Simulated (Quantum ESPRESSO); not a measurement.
NaCl: phonon spectrum and thermodynamics under several settings

```
Cl Na
1.0
     0.00000    2.79406    2.79406
     2.79406    0.00000    2.79406
     2.79406    2.79406    0.00000
Cl Na
1 1
Direct
  0.50000 0.50000 0.50000
  0.00000 0.00000 0.00000
```

The cell is a database's computed one.

All runs used Quantum ESPRESSO 7.5; k mesh 4 × 4 × 4, shifted; relaxed cell; no spin polarisation; cutoff 1197 eV; occupations smeared at first, fixed for the response; q mesh 2 × 2 × 2.

```tsv
level	potentials	volume (Å³/atom)	highest frequency (cm⁻¹)	zero-point energy (meV/atom)	entropy at room temperature (k_B/atom)
LDA	PseudoDojo 0.4.1 SR LDA standard	?	?	?	?
PBE	PseudoDojo 0.4.1 SR PBE standard	23.12	256	28.6	4.12
PBEsol	PseudoDojo 0.4.1 SR PBEsol standard	22.00	258	27.5	4.24
```

Q: What stands in the row left open?

A: Volume 20.41 Å³/atom; highest frequency 270 cm⁻¹; zero-point energy 28.9 meV/atom; entropy at room temperature 4.12 k_B/atom.

Caveats: before the sum rule the acoustic modes lie tens of cm⁻¹ from zero, a sign that the density grid also shifts the optical modes (some runs).

For the row left open. Caveat: the q mesh is small, so phonon branches between its points and thermal values are rough.
